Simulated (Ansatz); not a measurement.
## Mg2Sn: parities and Z2 indices, calculated with Ansatz

Space group Fm-3m (No. 225), 3 atoms in the cell of the first input below: a = 4.779 Å, b = 4.779 Å, c = 4.779 Å, α = 60.00°, β = 60.00°, γ = 60.00°.

The structure is a measured one, not always of the ambient phase, taken without relaxation (pressure 0.0 GPa with this functional, without spin–orbit coupling). Functional: r2SCAN.

Input:

```yaml
crystal:
  lattice:
    - [0.0, 3.3795003521, 3.3795003521]
    - [3.3795003521, 0.0, 3.3795003521]
    - [3.3795003521, 3.3795003521, 0.0]
  atoms:
    - { symbol: Mg, position: [0.25, 0.25, 0.25] }
    - { symbol: Mg, position: [0.75, 0.75, 0.75] }
    - { symbol: Sn, position: [0.0, 0.0, 0.0] }
basis:
  ecutwfc: 500
  ecutrho_ratio: 4
kpoints:
  mp_grid: { grid: [6, 6, 6] }
hamiltonian:
  xc: r2scan
scf:
  occupations: { method: gaussian, width: 0.05 }
output:
  forces: true
  stress: true
  eigenvalues: true
  populations: true
  topological_invariants: true
magnetization:
  noncollinear: true
  spin_orbit: true
```

```bash
ansatz run input.yaml --threads 4 --pin off --max-ram 9216MiB --backend cpu --events-out ev --progress --plain --runs-dir out
```

Time: 120 s on 4 threads of Intel(R) Xeon(R) Processor @ 2.50GHz (Skylake/Cascade Lake), with other jobs on the host, peak memory 1.2 GiB.

Without spin–orbit coupling the gap on a 10×10×10 mesh is 0.20 eV. With it, in a separate run (self-consistent on 6×6×6, bands on 12×12×12), a gap of 0.04 eV parts the filled from the empty bands (a gap on a mesh is an upper bound, as the edges may lie between its points, so gaps on unlike meshes don't measure the coupling's effect alone). The indices are those of the lowest 34 bands, and their direct separation from the next band is open.

Odd-parity bands among them at the eight time-reversal-invariant momenta (inversion centre at 0.000 0.000 0.000):

```json
{"k": "0.0 0.0 0.0", "odd bands": "14"}
{"k": "0.0 0.0 0.5", "odd bands": "14"}
{"k": "0.0 0.5 0.0", "odd bands": "14"}
{"k": "0.0 0.5 0.5", "odd bands": "14"}
{"k": "0.5 0.0 0.0", "odd bands": "14"}
{"k": "0.5 0.0 0.5", "odd bands": "14"}
{"k": "0.5 0.5 0.0", "odd bands": "14"}
{"k": "0.5 0.5 0.5", "odd bands": "14"}
```

Task: What are the Z2 indices by the rule of Fu and Kane?

Result: Each Kramers pair counts once, so δ = (−1)^(odd bands / 2): −, −, −, −, −, −, −, −. The product of all eight gives ν0, the products over the planes k_i = 1/2 the weak indices: (0;000). The Wilson-loop planes give (0;000).

Task: The cell is scaled in volume by 0.96 and 1.05 with the atoms carried along. Do the indices change?

Result: No.

```csv
volume ratio,pressure with spin–orbit coupling (GPa),smallest direct separation sampled (eV),at k,separation,Z2
0.96,2.0,2.081,0.00 0.00 -0.50,open,(0;000)
1.00,0.0,1.871,0.00 0.00 0.00,open,(0;000)
1.05,-2.0,1.582,0.00 0.00 0.00,open,(0;000)
```

Caveats: Kohn–Sham gaps are too small; Z2 indices don't see topology that rests on crystal symmetry, and an even number of inversions cancels.

Mg2Sn comes out as an ordinary insulator in the Z2 sense, with the parity count and the Wilson loops in agreement. The identical count of 14 odd bands at all eight momenta is what an ionic picture gives. The two Mg sites are exchanged by inversion, so their core orbitals form even and odd pairs at every such momentum, while Sn, on the inversion centre, contributes even s and d states and odd p states. The filled bands thus match closed-shell Mg cations and a Sn anion with a full valence shell, with no band inversion between them.

The small gap of 0.04 eV is indirect and doesn't signal a nearby topological transition, since the sampled direct separation is 1.871 eV. Spin–orbit splitting of the Sn p states at the valence-band top probably contributes to this narrowness. The direct separation shrinks on expansion, probably because weaker overlap lowers the antibonding s-like conduction state at the zone centre, but it stays far from closing at the volumes tested.
